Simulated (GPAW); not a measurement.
Crystal: InP.

```
In P
1.0
     0.00000    2.93050    2.93050
     2.93050    0.00000    2.93050
     2.93050    2.93050    0.00000
In P
1 1
Cartesian
  0.0000 0.0000 0.0000
  4.3957 4.3957 4.3957
```

Base run:

- Program: GPAW 26.7.0
- Functional: revPBE
- Potentials or basis: the program's PAW data sets (release 1.2.1) made for this functional
- Cutoff: 600 eV
- Basis: pw
- k mesh: 6 × 6 × 6
- Occupations: fermi-dirac, width 0.05 eV
- Spin: spin-orbit coupling, no magnetisation

Its results: band gap on the k mesh 0.78 eV, direct.

Task: The run is repeated on the same cell with these changes: functional from revPBE to GLLB-SC; spin from spin-orbit coupling, no magnetisation to no spin polarisation. What comes out?

Result: Band gap on the k mesh with the derivative discontinuity 1.54 eV.

Several settings changed at once, so the effect can't be laid on one alone.

Caveats: spin-orbit coupling was added after a scalar SCF, so levels and gaps hold it while energy, forces, pressure and moments don't (some runs); this program's spin-orbit splittings come out too wide for heavy elements (some runs); the GLLB-SC gap is the Kohn-Sham gap of the path plus the derivative discontinuity (some runs); a model potential gives levels but no total energy (some runs); spin-orbit coupling is left out, which moves the levels of the heavy elements (some runs).
